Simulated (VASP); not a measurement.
# KCl (Pm-3m) in VASP: further runs

Runs on KCl. Level: PBE+D3(BJ). Tasks: relaxation of the atoms.

Program: VASP 6.6.1. These are calculated values, not measurements. Logs are shortened: lines on timing, memory, paths and dates and some standing lists are left out, and cuts for length are marked.

## (1) The structure

The structure is cubic, space group Pm-3m (No. 221). The conventional cell has a = 3.759 Å, b = 3.759 Å, c = 3.759 Å, α = 90.00°, β = 90.00°, γ = 90.00°. Around K (site symmetry m-3m) lie 8 Cl at 3.26 Å. Cl (site symmetry m-3m) is surrounded by 8 K at 3.26 Å.

Measurements of this composition are mostly on another form, of space group No. 225.

## (2) Relaxation of the atoms, PBE+D3(BJ) (a relaxed cell with its volume scaled by 0.94)

INCAR reads:

```
SYSTEM = KCl
ALGO = Fast
EDIFF = 1E-7
EDIFFG = -0.01
ENCUT = 600
GGA = PE
IBRION = 2
ISIF = 2
ISMEAR = 0
IVDW = 12
LASPH = .TRUE.
LCHARG = .FALSE.
LREAL = .FALSE.
LWAVE = .FALSE.
NELM = 80
NSW = 40
PREC = Accurate
SIGMA = 0.03
```

KPOINTS reads:

```
k-points
0
G
  8 8 8
  0 0 0
```

POSCAR reads:

```
KCl                                     
1.0
    3.6826718637      0.0000000000      0.0000000000
    0.0000000000      3.6826718637      0.0000000000
    0.0000000000      0.0000000000      3.6826718637
  K               Cl            
     1     1
Direct
     0.0000000000000000    0.0000000000000000    0.0000000000000000
     0.5000000000000000    0.5000000000000000    0.5000000000000000
```

Potentials or basis: VASP PAW PBE potentials, release 64 (K_sv, Cl).

Run with:

```console
> cat potpaw_PBE.64/K_sv/POTCAR potpaw_PBE.64/Cl/POTCAR > POTCAR
> mpirun -np 1 vasp_std > vasp.out
```

OUTCAR:

```text
SYSTEM = KCl
   EDIFF = 1E-7
   EDIFFG = -0.01
   ENCUT = 600
   GGA = PE
   IBRION = 2
   ISIF = 2
   ISMEAR = 0
   IVDW = 12
   LASPH = .TRUE.
   LREAL = .FALSE.
   NELM = 80
   NSW = 40
   PREC = Accurate
 IVDW          = 12

 ion  position               nearest neighbor table
   1  0.000  0.000  0.000-   2 3.19   2 3.19   2 3.19   2 3.19   2 3.19   2 3.19   2 3.19   2 3.19

   2  0.500  0.500  0.500-   1 3.19   1 3.19   1 3.19   1 3.19   1 3.19   1 3.19   1 3.19   1 3.19

  LATTYP: Found a simple cubic cell.
 ALAT       =     3.6826718637

  Lattice vectors:

 A1 = (   3.6826718637,   0.0000000000,   0.0000000000)
 A2 = (   0.0000000000,   3.6826718637,   0.0000000000)
 A3 = (   0.0000000000,   0.0000000000,   3.6826718637)

Analysis of symmetry for initial positions (statically):
=====================================================================
 Subroutine PRICEL returns:
 Original cell was already a primitive cell.

 Routine SETGRP: Setting up the symmetry group for a
 simple cubic supercell.

 Subroutine GETGRP returns: Found 48 space group operations
 (whereof 48 operations were pure point group operations)
 out of a pool of 48 trial point group operations.

The static configuration has the point symmetry O_h .

Analysis of symmetry for dynamics (positions and initial velocities):
=====================================================================
 Subroutine PRICEL returns:
 Original cell was already a primitive cell.

 Routine SETGRP: Setting up the symmetry group for a
 simple cubic supercell.

 Subroutine GETGRP returns: Found 48 space group operations
 (whereof 48 operations were pure point group operations)
 out of a pool of 48 trial point group operations.

The dynamic configuration has the point symmetry O_h .

 Subroutine INISYM returns: Found 48 space group operations
 (whereof 48 operations are pure point group operations),
 and found     1 'primitive' translations

----------------------------------------------------------------------------------------

                                     Primitive cell

  volume of cell :      49.9447

  direct lattice vectors                    reciprocal lattice vectors
     3.682671864  0.000000000  0.000000000     0.271541977  0.000000000  0.000000000
     0.000000000  3.682671864  0.000000000     0.000000000  0.271541977  0.000000000
     0.000000000  0.000000000  3.682671864     0.000000000  0.000000000  0.271541977

  length of vectors
     3.682671864  3.682671864  3.682671864     0.271541977  0.271541977  0.271541977

  position of ions in fractional coordinates (direct lattice)
     0.000000000  0.000000000  0.000000000
     0.500000000  0.500000000  0.500000000

  ion indices of the primitive-cell ions
   primitive index   ion index
                 1           1
                 2           2

----------------------------------------------------------------------------------------

 KPOINTS: k-points

Automatic generation of k-mesh.
 Grid dimensions read from file:
 generate k-points for:    8    8    8

 Generating k-lattice:

  Cartesian coordinates                     Fractional coordinates (reciprocal lattice)
     0.033942747  0.000000000  0.000000000     0.125000000  0.000000000  0.000000000
     0.000000000  0.033942747  0.000000000     0.000000000  0.125000000  0.000000000
     0.000000000  0.000000000  0.033942747     0.000000000  0.000000000  0.125000000

  Length of vectors
     0.033942747  0.033942747  0.033942747

  Shift w.r.t. Gamma in fractional coordinates (k-lattice)
     0.000000000  0.000000000  0.000000000

 Subroutine IBZKPT returns following result:
 ===========================================

 Found     35 irreducible k-points:

 Following reciprocal coordinates:
            Coordinates               Weight
  0.000000  0.000000  0.000000      1.000000
  0.125000  0.000000  0.000000      6.000000
  0.250000  0.000000  0.000000      6.000000
  0.375000  0.000000  0.000000      6.000000
  0.500000  0.000000  0.000000      3.000000
  0.125000  0.125000  0.000000     12.000000
[... 16 lines left out ...]
  0.375000  0.375000  0.125000     24.000000
  0.500000  0.375000  0.125000     24.000000
 [... further k-points ...]
   k-points           NKPTS =     35   k-points in BZ     NKDIM =     35   number of bands    NBANDS=     12
   number of dos      NEDOS =    301   number of ions     NIONS =      2
   total plane-waves  NPLWV =  27000
   dimension x,y,z NGX =    30 NGY =   30 NGZ =   30
   dimension x,y,z NGXF=    60 NGYF=   60 NGZF=   60
   ions per type =               1   1
   NGX,Y,Z   is equivalent  to a cutoff of  13.54, 13.54, 13.54 a.u.
   NGXF,Y,Z  is equivalent  to a cutoff of  27.09, 27.09, 27.09 a.u.
 SYSTEM =  KCl
   PREC   = accura    normal or accurate (medium, high low for compatibility)
   ISTART =      0    job   : 0-new  1-cont  2-samecut
   ICHARG =      2    charge: 1-file 2-atom 10-const
   ISPIN  =      1    spin polarized calculation?
   LNONCOLLINEAR =      F non collinear calculations
   LSORBIT =      F    spin-orbit coupling
   LASPH  =      T    aspherical Exc in radial PAW
   ENCUT  =  600.0 eV  44.10 Ry    6.64 a.u.   7.36  7.36  7.36*2*pi/ulx,y,z
   NELM   =     80;   NELMIN=  2; NELMDL= -5     # of ELM steps
   EDIFF  = 0.1E-06   stopping-criterion for ELM
   LREAL  =      F    real-space projection
   EDIFFG = -.1E-01   stopping-criterion for IOM
   NSW    =     40    number of steps for IOM
   IBRION =      2    ionic relax: 0-MD 1-quasi-New 2-CG
   NFREE  =      1    steps in history (QN), initial steepest desc. (CG)
   ISIF   =      2    stress and relaxation
   ISYM   =      2    0-nonsym 1-usesym 2-fastsym
   POTIM  = 0.5000    time-step for ionic-motion
   TEBEG  =    0.0;   TEEND  =   0.0 temperature during run
   PSTRESS=    0.0 pullay stress
   NELECT =      16.0000    total number of electrons
   NUPDOWN=      -1.0000    fix difference up-down
   EMIN   =  10.00;   EMAX   =-10.00  energy-range for DOS
   EFERMI =   0.00;   METHOD = LEGACY
   ISMEAR =     0;   SIGMA  =   0.03  broadening in eV -4-tet -1-fermi 0-gaus
   EFERMI_NEDOS =   21; number of points for ismear=-14 and -15
   IALGO  =     68    algorithm
   IMIX   =      4    mixing-type and parameters
     AMIX     =   0.40;   BMIX     =  1.00
     AMIX_MAG =   1.60;   BMIX_MAG =  1.00
  volume/ion in A,a.u.               =      24.97       168.52
  Fermi-wavevector in a.u.,A,eV,Ry     =   1.120173  2.116820 17.072424  1.254788
  Thomas-Fermi vector in A             =   2.256818
   LORBIT       =      0    0 simple, 1 ext, 2 COOP (PROOUT), +10 PAW based schemes
   GGA     = PE    functional components
   LHFCALC =     F    Hartree Fock is set to
   AEXX    =    0.0000 exact exchange contribution
   IVDW    =    12    specifies the selected vdW correction
   LEPSILON=     F    determine dielectric tensor
   LRPA    =     F    only Hartree local field effects (RPA)
 conjugate gradient relaxation of ions
 non-spin polarized calculation
 RMM-DIIS sequential band-by-band and
 Gauss-broadening in eV      SIGMA  =   0.03
  energy-cutoff  :      600.00
  volume of cell :       49.94
 maximum number of plane-waves:      1743
 NGX is ok and might be reduce to    30
   NGX = 15   NGY = 15   NGZ = 15

 number of electron      15.9999999 magnetization

 Free energy of the ion-electron system (eV)
  ---------------------------------------------------
  ext. energy  EPLUGINS =         0.00000000
  ---------------------------------------------------
  free energy    TOTEN  =        -6.59749735 eV

  energy without entropy =       -6.59749735  energy(sigma->0) =       -6.59749735

 E-fermi :  -0.0397     XC(G=0):  -8.6256

 val. band max:       -0.1704742221   @ k =   0.5000   0.5000   0.0000
 cond. band min:       5.2043451072   @ k =   0.0000   0.0000   0.0000
 fundamental gap:      5.3748193292
 Fermi energy:        -0.0396543460

 k-point     1 :       0.0000    0.0000    0.0000
  band No.  band energies     occupation
      1     -28.0357      2.00000
      2     -12.9927      2.00000
      3     -11.3940      2.00000
      4     -11.3940      2.00000
      5     -11.3940      2.00000
      6      -0.3961      2.00000
      7      -0.3961      2.00000
      8      -0.3961      2.00000
      9       5.2043      0.00000
     10       6.2626      0.00000
     11       6.2626      0.00000
     12      10.7983      0.00000

 k-point     2 :       0.1250    0.0000    0.0000
  band No.  band energies     occupation
      1     -28.0310      2.00000
      2     -13.0231      2.00000
      3     -11.3870      2.00000
      4     -11.3870      2.00000
      5     -11.3718      2.00000
      6      -0.7505      2.00000
      7      -0.4024      2.00000
      8      -0.4024      2.00000
      9       5.6040      0.00000
     10       6.4038      0.00000
     11       6.6560      0.00000
     12      10.7504      0.00000

 k-point     3 :       0.2500    0.0000    0.0000
  band No.  band energies     occupation
      1     -28.0194      2.00000
      2     -13.0993      2.00000
      3     -11.3699      2.00000
      4     -11.3699      2.00000
      5     -11.3112      2.00000
      6      -1.4624      2.00000
      7      -0.4184      2.00000
      8      -0.4184      2.00000
      9       6.5066      0.00000
     10       6.8123      0.00000
     11       7.6282      0.00000
     12      10.6632      0.00000
[... 286 lines left out ...]
 k-point    23 :       0.3750    0.3750    0.1250
  band No.  band energies     occupation
      1     -27.9782      2.00000
      2     -12.7916      2.00000
      3     -11.6626      2.00000
      4     -11.5046      2.00000
      5     -11.3694      2.00000
      6      -1.5890      2.00000
      7      -1.4575      2.00000
      8      -0.5111      2.00000
      9       6.8605      0.00000
     10       7.9257      0.00000
     11       8.9895      0.00000
     12       9.2338      0.00000

 k-point    24 :       0.5000    0.3750    0.1250
  band No.  band energies     occupation
      1     -27.9738      2.00000
      2     -12.7211      2.00000
      3     -11.6574      2.00000
      4     -11.6113      2.00000
      5     -11.3655      2.00000
      6      -1.6799      2.00000
      7      -1.4478      2.00000
      8      -0.4850      2.00000
      9       6.6505      0.00000
     10       7.8430      0.00000
     11       8.9249      0.00000
     12       9.0774      0.00000

 [... further k-points ...]

------------------------ aborting loop because EDIFF is reached ----------------------------------------

 Edisp (eV)   -0.49336

 E8    (eV) :    -0.2240

  FORCE on cell =-STRESS in cart. coord.  units (eV):
  Direction    XX          YY          ZZ          XY          YZ          ZX
  --------------------------------------------------------------------------------------
  -------------------------------------------------------------------------------------
  Total       0.50624     0.50624     0.50624     0.00000     0.00000    -0.00000
  in kB      16.23984    16.23984    16.23984     0.00000     0.00000    -0.00000
  external pressure =       16.24 kB  Pullay stress =        0.00 kB

 VOLUME and BASIS-vectors are now :
 -----------------------------------------------------------------------------
  energy-cutoff  :      600.00
  volume of cell :       49.94
      direct lattice vectors                 reciprocal lattice vectors
     3.682671864  0.000000000  0.000000000     0.271541977  0.000000000  0.000000000
     0.000000000  3.682671864  0.000000000     0.000000000  0.271541977  0.000000000
     0.000000000  0.000000000  3.682671864     0.000000000  0.000000000  0.271541977

 POSITION                                       TOTAL-FORCE (eV/Angst)
 -----------------------------------------------------------------------------------
      0.00000      0.00000      0.00000         0.000000      0.000000      0.000000
      1.84134      1.84134      1.84134         0.000000      0.000000      0.000000
 -----------------------------------------------------------------------------------
    total drift:                                0.000000      0.000000     -0.000000

  FREE ENERGIE OF THE ION-ELECTRON SYSTEM (eV)
  ---------------------------------------------------
  free  energy   TOTEN  =        -7.0908553778 eV

  energy  without entropy=       -7.0908553778  energy(sigma->0) =       -7.09085538

 reached required accuracy - stopping structural energy minimisation
```

Wall time 16 s (1 thread of Intel Xeon 6975P-C (Granite Rapids), shared host); peak memory 0.18 GiB.

What came out:

```yaml
Free_energy: -7.0909 eV
Pressure_after_relaxing: 1.6 GPa
Band_gap_on_the_k_mesh: 5.37 eV, indirect (least direct gap 5.60 eV)
Dispersion_energy_per_atom: -0.247 eV
```

Final structure:
```cif
data_structure
_symmetry_space_group_name_H-M 'P 1'
_symmetry_Int_Tables_number 1
_cell_length_a 3.6827
_cell_length_b 3.6827
_cell_length_c 3.6827
_cell_angle_alpha 90.000
_cell_angle_beta 90.000
_cell_angle_gamma 90.000
_cell_volume 49.94
loop_
_atom_site_label
_atom_site_type_symbol
_atom_site_fract_x
_atom_site_fract_y
_atom_site_fract_z
_atom_site_occupancy
K1 K 0.00000 0.00000 0.00000 1
Cl1 Cl 0.50000 0.50000 0.50000 1
```

Caveat: the relaxation stopped at its first step, so nothing moved. A k mesh can miss the band edges.

## (3) Relaxation of the atoms, PBE+D3(BJ) (a relaxed cell with its volume scaled by 0.96)

INCAR is that of step 2.

KPOINTS is that of step 2.

POSCAR reads:

```
KCl                                     
1.0
    3.7086070271      0.0000000000      0.0000000000
    0.0000000000      3.7086070271      0.0000000000
    0.0000000000      0.0000000000      3.7086070271
  K               Cl            
     1     1
Direct
     0.0000000000000000    0.0000000000000000    0.0000000000000000
     0.5000000000000000    0.5000000000000000    0.5000000000000000
```

Potentials or basis: VASP PAW PBE potentials, release 64 (K_sv, Cl).

Run with:

```console
> cat potpaw_PBE.64/K_sv/POTCAR potpaw_PBE.64/Cl/POTCAR > POTCAR
> mpirun -np 1 vasp_std > vasp.out
```

OUTCAR:

```text
SYSTEM = KCl
   EDIFF = 1E-7
   EDIFFG = -0.01
   ENCUT = 600
   GGA = PE
   IBRION = 2
   ISIF = 2
   ISMEAR = 0
   IVDW = 12
   LASPH = .TRUE.
   LREAL = .FALSE.
   NELM = 80
   NSW = 40
   PREC = Accurate
 IVDW          = 12

 ion  position               nearest neighbor table
   1  0.000  0.000  0.000-   2 3.21   2 3.21   2 3.21   2 3.21   2 3.21   2 3.21   2 3.21   2 3.21

   2  0.500  0.500  0.500-   1 3.21   1 3.21   1 3.21   1 3.21   1 3.21   1 3.21   1 3.21   1 3.21

  LATTYP: Found a simple cubic cell.
 ALAT       =     3.7086070271

  Lattice vectors:

 A1 = (   3.7086070271,   0.0000000000,   0.0000000000)
 A2 = (   0.0000000000,   3.7086070271,   0.0000000000)
 A3 = (   0.0000000000,   0.0000000000,   3.7086070271)

Analysis of symmetry for initial positions (statically):
=====================================================================
 Subroutine PRICEL returns:
 Original cell was already a primitive cell.

 Routine SETGRP: Setting up the symmetry group for a
 simple cubic supercell.

 Subroutine GETGRP returns: Found 48 space group operations
[... 183 lines left out ...]
      6      -0.5128      2.00000
      7      -0.5128      2.00000
      8      -0.5128      2.00000
      9       4.9791      0.00000
     10       6.1717      0.00000
     11       6.1717      0.00000
     12      10.6258      0.00000
[... 331 lines left out ...]
 k-point    24 :       0.5000    0.3750    0.1250
  band No.  band energies     occupation
      1     -28.1280      2.00000
      2     -12.8073      2.00000
      3     -11.7952      2.00000
      4     -11.7516      2.00000
      5     -11.5227      2.00000
      6      -1.7597      2.00000
      7      -1.5331      2.00000
      8      -0.5934      2.00000
      9       6.5101      0.00000
     10       7.6828      0.00000
     11       8.7822      0.00000
     12       8.9305      0.00000

 [... further k-points ...]

------------------------ aborting loop because EDIFF is reached ----------------------------------------

 Edisp (eV)   -0.48336

 E8    (eV) :    -0.2196

  FORCE on cell =-STRESS in cart. coord.  units (eV):
  Direction    XX          YY          ZZ          XY          YZ          ZX
  --------------------------------------------------------------------------------------
  -------------------------------------------------------------------------------------
  Total       0.32737     0.32737     0.32737     0.00000     0.00000    -0.00000
  in kB      10.28288    10.28288    10.28288     0.00000     0.00000    -0.00000
  external pressure =       10.28 kB  Pullay stress =        0.00 kB

 VOLUME and BASIS-vectors are now :
 -----------------------------------------------------------------------------
  energy-cutoff  :      600.00
  volume of cell :       51.01
      direct lattice vectors                 reciprocal lattice vectors
     3.708607027  0.000000000  0.000000000     0.269643020  0.000000000  0.000000000
     0.000000000  3.708607027  0.000000000     0.000000000  0.269643020  0.000000000
     0.000000000  0.000000000  3.708607027     0.000000000  0.000000000  0.269643020

 POSITION                                       TOTAL-FORCE (eV/Angst)
 -----------------------------------------------------------------------------------
      0.00000      0.00000      0.00000         0.000000      0.000000      0.000000
      1.85430      1.85430      1.85430         0.000000      0.000000      0.000000
 -----------------------------------------------------------------------------------
    total drift:                                0.000000      0.000000     -0.000000

  FREE ENERGIE OF THE ION-ELECTRON SYSTEM (eV)
  ---------------------------------------------------
  free  energy   TOTEN  =        -7.0996049425 eV

  energy  without entropy=       -7.0996049425  energy(sigma->0) =       -7.09960494

 reached required accuracy - stopping structural energy minimisation
```

OSZICAR:

```text
N       E                     dE             d eps       ncg     rms          rms(c)
DAV:   1     0.115900969322E+03    0.11590E+03   -0.81694E+03   840   0.137E+03
DAV:   2    -0.811795192385E+00   -0.11671E+03   -0.10971E+03  1088   0.305E+02
DAV:   3    -0.670884891712E+01   -0.58971E+01   -0.58706E+01  1092   0.624E+01
[... 12 lines left out ...]
RMM:  16    -0.661624380513E+01   -0.19249E-06   -0.10285E-05  1049   0.189E-02    0.127E-02
RMM:  17    -0.661624437897E+01   -0.57385E-06   -0.47921E-06  1016   0.126E-02    0.123E-02
RMM:  18    -0.661624440314E+01   -0.24168E-07   -0.23082E-06   937   0.814E-03    0.102E-02
RMM:  19    -0.661624434278E+01    0.60357E-07   -0.14418E-06   942   0.659E-03    0.637E-03
RMM:  20    -0.661624438232E+01   -0.39534E-07   -0.71242E-07   832   0.464E-03
   1 F= -.70996049E+01 E0= -.70996049E+01  d E =-.709960E+01
```

CONTCAR:

```text
KCl
   1.00000000000000
     3.7086070270999998    0.0000000000000000    0.0000000000000000
     0.0000000000000000    3.7086070270999998    0.0000000000000000
     0.0000000000000000    0.0000000000000000    3.7086070270999998
  K               Cl
     1     1
Direct
     0.0000000000000000    0.0000000000000000    0.0000000000000000
     0.5000000000000000    0.5000000000000000    0.5000000000000000

  0.00000000E+00  0.00000000E+00  0.00000000E+00
  0.00000000E+00  0.00000000E+00  0.00000000E+00
```

Run time: 16 s. Hardware: 1 thread of Intel Xeon 6975P-C (Granite Rapids), shared host; peak memory 0.18 GiB.

What came out:

```yaml
Free_energy: -7.0996 eV
Pressure_after_relaxing: 1.0 GPa
Band_gap_on_the_k_mesh: 5.27 eV, indirect (least direct gap 5.49 eV)
Dispersion_energy_per_atom: -0.242 eV
```

Final structure:
```yaml
crystal:
  lattice:
    - [3.70861, 0.00000, 0.00000]
    - [0.00000, 3.70861, 0.00000]
    - [0.00000, 0.00000, 3.70861]
  atoms:
    - { symbol: K, position: [0.00000, 0.00000, 0.00000] }
    - { symbol: Cl, position: [0.50000, 0.50000, 0.50000] }
```

Caveat: the relaxation stopped at its first step, so nothing moved.

(Continued in part 2 of 2.)
